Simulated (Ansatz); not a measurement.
Runs of Ansatz 0.2.0 on GaN. Symmetry: F-43m, No. 216, cubic system. The conventional cell has a = 4.507 Å, b = 4.507 Å, c = 4.507 Å, α = 90.00°, β = 90.00°, γ = 90.00°. Around Ga (site symmetry -43m) lie 4 N at 1.95 Å. N (site symmetry -43m) has 4 Ga at 1.95 Å as nearest neighbours. The cell is a database's computed one.

| task | potentials or basis | cell | cutoff (eV) | basis error allowed | gap on the mesh (eV) | pressure (GPa) |
| --- | --- | --- | --- | --- | --- | --- |
| relaxation of cell and atoms | all-electron LAPW, scalar-relativistic | relaxed | - | 0.001 eV/atom | 1.72 | 0.0 |
| band structure | all-electron LAPW, non-relativistic | as given | 421 | 0.001 eV/atom | 1.86 | (a) |
| relaxation of cell and atoms | all-electron LAPW, scalar-relativistic | relaxed to 20 GPa | - | 0.001 eV/atom | 2.28 | 20.0 |
| relaxation of cell and atoms | all-electron LAPW, scalar-relativistic | relaxed to 5 GPa | - | 0.001 eV/atom | (b) | 5.0 |
| relaxation of cell and atoms | all-electron LAPW, scalar-relativistic | relaxed to 10 GPa | - | 0.001 eV/atom | 2.02 | 10.0 |
| band structure | all-electron LAPW, inner shells corrected to Dirac's equation | as given | 421 | 0.001 eV/atom | 1.68 | -1.1 |
| band structure | all-electron LAPW, scalar-relativistic | as given | 421 | 0.001 eV/atom | 1.68 | -1.1 |
| band structure | all-electron PAW datasets made for the crystal | as given | 440 | - | 1.68 | -1.1 |

Alike in all rows: level PBEsol; no spin polarisation; k mesh 10 × 10 × 10; smearing fermi-dirac 0.05 eV.

Estimate the missing entries.

(a) 0.4; (b) 1.88.

Caveats: relativity is left out, which matters for the heavier elements (some runs).

A k mesh can miss the band edges, and the runs leave out spin-orbit coupling on Ga.

The runs don't all hold the same shells in valence.
